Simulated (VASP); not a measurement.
# Li (Im-3m) in VASP: single point with PBEsol

Aim: the single point of Li with PBEsol.

Everything below comes from runs of VASP 6.6.1. Logs are shortened: lines on timing, memory, paths and dates and some standing lists are left out, and cuts for length are marked.

## (1) Starting point

The structure is cubic, space group Im-3m (No. 229). Conventional cell: a = 3.424 Å, b = 3.424 Å, c = 3.424 Å, α = 90.00°, β = 90.00°, γ = 90.00°. Around Li (site symmetry m-3m) lie 8 Li at 2.97 Å.

## (2) Single point, PBEsol, non-collinear spin, zero start, spin-orbit coupling

INCAR

```
SYSTEM = Li
  PREC = Accurate
  ENCUT = 520
  EDIFF = 1E-7
  ISMEAR = 0
  SIGMA = 0.1
  LREAL = .False.
  LASPH = .True.
  NELM = 60
  ALGO = Normal
  ISIF = 2
  LWAVE = .False.
  LCHARG = .False.
  MAGMOM = 0 0 0
  LORBIT = 11
  LSORBIT = .True.
  GGA_COMPAT = .False.
  GGA = PS
```

KPOINTS

```
Automatic mesh
0
Gamma
  16 16 16
  0 0 0
```

POSCAR

```
Li
1.0
   -1.7122100000      1.7122100000      1.7122100000
    1.7122100000     -1.7122100000      1.7122100000
    1.7122100000      1.7122100000     -1.7122100000
Li
1
Direct
    0.0000000000      0.0000000000      0.0000000000
```

Potentials or basis: VASP PAW PBE potentials, release 64 (Li_sv).

Run with:

```sh
$ cat potpaw_PBE.64/Li_sv/POTCAR > POTCAR
$ mpirun -np 1 vasp_ncl > vasp.out
```

OUTCAR:

```text
SYSTEM = Li
   PREC = Accurate
   ENCUT = 520
   EDIFF = 1E-7
   ISMEAR = 0
   LREAL = .False.
   LASPH = .True.
   NELM = 60
   ISIF = 2
   LORBIT = 11
   LSORBIT = .True.
   GGA = PS

 ion  position               nearest neighbor table
   1  0.000  0.000  0.000-

  LATTYP: Found a body centered cubic cell.
 ALAT       =     3.4244200000

  Lattice vectors:

 A1 = (  -1.7122100000,   1.7122100000,   1.7122100000)
 A2 = (   1.7122100000,  -1.7122100000,   1.7122100000)
 A3 = (   1.7122100000,   1.7122100000,  -1.7122100000)

Analysis of symmetry for initial positions (statically):
=====================================================================
 Subroutine PRICEL returns:
 Original cell was already a primitive cell.

 Routine SETGRP: Setting up the symmetry group for a
 body centered cubic supercell.

 Subroutine GETGRP returns: Found 48 space group operations
 (whereof 48 operations were pure point group operations)
 out of a pool of 48 trial point group operations.

The static configuration has the point symmetry O_h .

Analysis of symmetry for dynamics (positions and initial velocities):
=====================================================================
 Subroutine PRICEL returns:
 Original cell was already a primitive cell.

 Routine SETGRP: Setting up the symmetry group for a
 body centered cubic supercell.

 Subroutine GETGRP returns: Found 48 space group operations
 (whereof 48 operations were pure point group operations)
 out of a pool of 48 trial point group operations.

The dynamic configuration has the point symmetry O_h .

Analysis of structural, dynamic, and magnetic symmetry:
=====================================================================
 Subroutine PRICEL returns:
 Original cell was already a primitive cell.

 Routine SETGRP: Setting up the symmetry group for a
 body centered cubic supercell.

 Subroutine GETGRP returns: Found 48 space group operations
 (whereof 48 operations were pure point group operations)
 out of a pool of 48 trial point group operations.

The overall configuration has the point symmetry O_h .

 Subroutine INISYM returns: Found 48 space group operations
 (whereof 48 operations are pure point group operations),
 and found     1 'primitive' translations

----------------------------------------------------------------------------------------

                                     Primitive cell

  volume of cell :      20.0785

  direct lattice vectors                    reciprocal lattice vectors
    -1.712210000  1.712210000  1.712210000     0.000000000  0.292020255  0.292020255
     1.712210000 -1.712210000  1.712210000     0.292020255  0.000000000  0.292020255
     1.712210000  1.712210000 -1.712210000     0.292020255  0.292020255  0.000000000

  length of vectors
     2.965634713  2.965634713  2.965634713     0.412979004  0.412979004  0.412979004

  position of ions in fractional coordinates (direct lattice)
     0.000000000  0.000000000  0.000000000

  ion indices of the primitive-cell ions
   primitive index   ion index
                 1           1

----------------------------------------------------------------------------------------

 KPOINTS: Automatic mesh

Automatic generation of k-mesh.
 Grid dimensions read from file:
 generate k-points for:   16   16   16

 Generating k-lattice:

  Cartesian coordinates                     Fractional coordinates (reciprocal lattice)
     0.000000000  0.018251266  0.018251266     0.062500000  0.000000000  0.000000000
     0.018251266  0.000000000  0.018251266     0.000000000  0.062500000  0.000000000
     0.018251266  0.018251266  0.000000000     0.000000000  0.000000000  0.062500000

  Length of vectors
     0.025811188  0.025811188  0.025811188

  Shift w.r.t. Gamma in fractional coordinates (k-lattice)
     0.000000000  0.000000000  0.000000000

 Subroutine IBZKPT returns following result:
 ===========================================

 Found    145 irreducible k-points:

 Following reciprocal coordinates:
            Coordinates               Weight
  0.000000  0.000000  0.000000      1.000000
  0.062500  0.000000  0.000000     12.000000
  0.125000  0.000000  0.000000     12.000000
  0.187500  0.000000  0.000000     12.000000
  0.250000  0.000000  0.000000     12.000000
  0.312500  0.000000  0.000000     12.000000
[... 16 lines left out ...]
  0.187500  0.187500  0.000000     24.000000
  0.250000  0.187500  0.000000     48.000000
 [... further k-points ...]
   k-points           NKPTS =    145   k-points in BZ     NKDIM =    145   number of bands    NBANDS=     10
   number of dos      NEDOS =    301   number of ions     NIONS =      1
   total plane-waves  NPLWV =  13824
   dimension x,y,z NGX =    24 NGY =   24 NGZ =   24
   dimension x,y,z NGXF=    48 NGYF=   48 NGZF=   48
   ions per type =               1
   NGX,Y,Z   is equivalent  to a cutoff of  13.45, 13.45, 13.45 a.u.
   NGXF,Y,Z  is equivalent  to a cutoff of  26.91, 26.91, 26.91 a.u.
 SYSTEM =  Li
   PREC   = accura    normal or accurate (medium, high low for compatibility)
   ISTART =      0    job   : 0-new  1-cont  2-samecut
   ICHARG =      2    charge: 1-file 2-atom 10-const
   ISPIN  =      1    spin polarized calculation?
   LNONCOLLINEAR =      T non collinear calculations
   LSORBIT =      T    spin-orbit coupling
   LASPH  =      T    aspherical Exc in radial PAW
   ENCUT  =  520.0 eV  38.22 Ry    6.18 a.u.   5.51  5.51  5.51*2*pi/ulx,y,z
   NELM   =     60;   NELMIN=  2; NELMDL= -5     # of ELM steps
   EDIFF  = 0.1E-06   stopping-criterion for ELM
   LREAL  =      F    real-space projection
   EDIFFG = 0.1E-05   stopping-criterion for IOM
   NSW    =      0    number of steps for IOM
   IBRION =     -1    ionic relax: 0-MD 1-quasi-New 2-CG
   NFREE  =      0    steps in history (QN), initial steepest desc. (CG)
   ISIF   =      2    stress and relaxation
   ISYM   =      2    0-nonsym 1-usesym 2-fastsym
   POTIM  = 0.5000    time-step for ionic-motion
   TEBEG  =    0.0;   TEEND  =   0.0 temperature during run
   PSTRESS=    0.0 pullay stress
   NELECT =       3.0000    total number of electrons
   NUPDOWN=      -1.0000    fix difference up-down
   EMIN   =  10.00;   EMAX   =-10.00  energy-range for DOS
   EFERMI =   0.00;   METHOD = LEGACY
   ISMEAR =     0;   SIGMA  =   0.10  broadening in eV -4-tet -1-fermi 0-gaus
   EFERMI_NEDOS =   21; number of points for ismear=-14 and -15
   IALGO  =     38    algorithm
   IMIX   =      4    mixing-type and parameters
     AMIX     =   0.40;   BMIX     =  1.00
     AMIX_MAG =   1.60;   BMIX_MAG =  1.00
  volume/ion in A,a.u.               =      20.08       135.50
  Fermi-wavevector in a.u.,A,eV,Ry     =   0.868703  1.641612 10.267578  0.754646
  Thomas-Fermi vector in A             =   1.987420
   LORBIT       =     11    0 simple, 1 ext, 2 COOP (PROOUT), +10 PAW based schemes
   GGA     = PS    functional components
   LHFCALC =     F    Hartree Fock is set to
   AEXX    =    0.0000 exact exchange contribution
   IVDW    =     0    specifies the selected vdW correction
   LEPSILON=     F    determine dielectric tensor
   LRPA    =     F    only Hartree local field effects (RPA)
 Gauss-broadening in eV      SIGMA  =   0.10
  energy-cutoff  :      520.00
  volume of cell :       20.08
 maximum number of plane-waves:      1112
 NGX is ok and might be reduce to    24
   NGX = 11   NGY = 11   NGZ = 11

 number of electron       3.0000000 magnetization       0.0000000      0.0000000      0.0000000

 number of electron       3.0000003 magnetization      -0.0000000      0.0000000     -0.0000000

 number of electron       3.0000003 magnetization       0.0000000     -0.0000000      0.0000000

 Free energy of the ion-electron system (eV)
  ---------------------------------------------------
  ext. energy  EPLUGINS =         0.00000000
  ---------------------------------------------------
  free energy    TOTEN  =        -1.96703496 eV

  energy without entropy =       -1.96414390  energy(sigma->0) =       -1.96558943

 E-fermi :   0.6472     XC(G=0):  -7.0408

 val. band max:        0.6261308708   @ k =   0.2500   0.2500   0.0000
 cond. band min:       0.6591057276   @ k =   0.3750   0.0625   0.0625
 fundamental gap:      0.0329748569
 Fermi energy:         0.6472078545

 k-point     1 :       0.0000    0.0000    0.0000
  band No.  band energies     occupation
      1     -45.2429      1.00000
      2     -45.2429      1.00000
      3      -2.9138      1.00000
      4      -2.9138      1.00000
      5      15.3803      0.00000
      6      15.3803      0.00000
      7      15.3824      0.00000
      8      15.3824      0.00000
      9      15.3824      0.00000
     10      15.3824      0.00000

 k-point     2 :       0.0625    0.0000    0.0000
  band No.  band energies     occupation
      1     -45.2421      1.00000
      2     -45.2421      1.00000
      3      -2.8396      1.00000
      4      -2.8396      1.00000
      5      14.8721      0.00000
      6      14.8721      0.00000
      7      14.9983      0.00000
      8      14.9983      0.00000
      9      15.2497      0.00000
     10      15.2497      0.00000

 k-point     3 :       0.1250    0.0000    0.0000
  band No.  band energies     occupation
      1     -45.2398      1.00000
      2     -45.2398      1.00000
      3      -2.6174      1.00000
      4      -2.6174      1.00000
      5      13.3875      0.00000
      6      13.3875      0.00000
      7      14.1841      0.00000
      8      14.1841      0.00000
      9      14.8753      0.00000
     10      14.8753      0.00000

 k-point     4 :       0.1875    0.0000    0.0000
  band No.  band energies     occupation
      1     -45.2363      1.00000
      2     -45.2363      1.00000
      3      -2.2465      1.00000
      4      -2.2465      1.00000
      5      11.4206      0.00000
      6      11.4206      0.00000
      7      13.3172      0.00000
      8      13.3172      0.00000
      9      14.3454      0.00000
     10      14.3454      0.00000
[... 222 lines left out ...]
 k-point    22 :       0.4375    0.1250    0.0000
  band No.  band energies     occupation
      1     -45.2207      1.00000
      2     -45.2207      1.00000
      3       1.1908      0.00000
      4       1.1908      0.00000
      5       3.9810      0.00000
      6       3.9810      0.00000
      7       9.5647      0.00000
      8       9.5647      0.00000
      9      11.5849      0.00000
     10      11.5849      0.00000

 k-point    23 :       0.1875    0.1875    0.0000
  band No.  band energies     occupation
      1     -45.2271      1.00000
      2     -45.2271      1.00000
      3      -0.9092      1.00000
      4      -0.9092      1.00000
      5       8.2001      0.00000
      6       8.2001      0.00000
      7       9.6711      0.00000
      8       9.6711      0.00000
      9      12.3254      0.00000
     10      12.3254      0.00000

 k-point    24 :       0.2500    0.1875    0.0000
  band No.  band energies     occupation
      1     -45.2240      1.00000
      2     -45.2240      1.00000
      3      -0.1756      1.00000
      4      -0.1756      1.00000
      5       6.6836      0.00000
      6       6.6836      0.00000
      7       8.9266      0.00000
      8       8.9266      0.00000
      9      11.9136      0.00000
     10      11.9136      0.00000

 [... further k-points ...]

------------------------ aborting loop because EDIFF is reached ----------------------------------------

  FORCE on cell =-STRESS in cart. coord.  units (eV):
  Direction    XX          YY          ZZ          XY          YZ          ZX
  --------------------------------------------------------------------------------------
  -------------------------------------------------------------------------------------
  Total        0.0027444      0.0027444      0.0027444     -0.0000000      0.0000000     -0.0000000
  in kB        0.2189890      0.2189890      0.2189890     -0.0000000      0.0000000     -0.0000000
  external PRESSURE =       0.2189890 kB  Pullay stress =       0.0000000 kB

 VOLUME and BASIS-vectors are now :
 -----------------------------------------------------------------------------
  energy-cutoff  :      520.00
  volume of cell :       20.08
      direct lattice vectors                 reciprocal lattice vectors
    -1.712210000  1.712210000  1.712210000     0.000000000  0.292020255  0.292020255
     1.712210000 -1.712210000  1.712210000     0.292020255  0.000000000  0.292020255
     1.712210000  1.712210000 -1.712210000     0.292020255  0.292020255  0.000000000

 POSITION                                       TOTAL-FORCE (eV/Angst)
 -----------------------------------------------------------------------------------
      0.00000      0.00000      0.00000        -0.000000      0.000000     -0.000000
 -----------------------------------------------------------------------------------
    total drift:                               -0.000000      0.000000     -0.000000

  FREE ENERGIE OF THE ION-ELECTRON SYSTEM (eV)
  ---------------------------------------------------
  free  energy   TOTEN  =        -1.9670349564 eV

  energy  without entropy=       -1.9641438959  energy(sigma->0) =       -1.96558943

 Spin-Orbit-Coupling matrix elements

 Ion:    1  E_soc:     -0.0000001
 l=   1
     0.0000000    -0.0000000    -0.0000000
    -0.0000000     0.0000000    -0.0000000
    -0.0000000    -0.0000000     0.0000000
 l=   2
     0.0000000     0.0000000     0.0000000     0.0000000     0.0000000
     0.0000000     0.0000000     0.0000000     0.0000000     0.0000000
     0.0000000     0.0000000     0.0000000     0.0000000     0.0000000
     0.0000000     0.0000000     0.0000000     0.0000000     0.0000000
     0.0000000     0.0000000     0.0000000     0.0000000     0.0000000
 l=   3
     0.0000000     0.0000000     0.0000000     0.0000000     0.0000000     0.0000000     0.0000000
     0.0000000     0.0000000     0.0000000     0.0000000     0.0000000     0.0000000     0.0000000
     0.0000000     0.0000000     0.0000000     0.0000000     0.0000000     0.0000000     0.0000000
     0.0000000     0.0000000     0.0000000     0.0000000     0.0000000     0.0000000     0.0000000
     0.0000000     0.0000000     0.0000000     0.0000000     0.0000000     0.0000000     0.0000000
     0.0000000     0.0000000     0.0000000     0.0000000     0.0000000     0.0000000     0.0000000
     0.0000000     0.0000000     0.0000000     0.0000000     0.0000000     0.0000000     0.0000000

 total charge

# of ion       s       p       d       tot
------------------------------------------
    1        2.033   0.046   0.000   2.079

 magnetization (x)

# of ion       s       p       d       tot
------------------------------------------
    1        0.000   0.000   0.000   0.000

 magnetization (y)

# of ion       s       p       d       tot
------------------------------------------
    1        0.000  -0.000   0.000  -0.000

 magnetization (z)

# of ion       s       p       d       tot
------------------------------------------
    1        0.000  -0.000   0.000  -0.000
```

Wall time 35 s (1 thread of Intel Xeon Platinum 8259CL at 2.50GHz (Skylake/Cascade Lake), shared host); peak memory 0.2 GiB.

Results:

```yaml
Free_energy: -1.9670 eV
Net_moment: 0.00 μB per cell
Valence_electrons_inside_the_program's_atomic_spheres: Li 2.08
```

Moments on the atoms (μB; x, y, z):
```
Li  0.00 0.00 0.00
```

Caveat: the cutoff is under 1.25 times the usual one of these potentials, so pressure, stress and relaxed cells hold a basis-set (Pulay) error; the PAW data sets were made with another functional, which shifts forces and pressure a little.
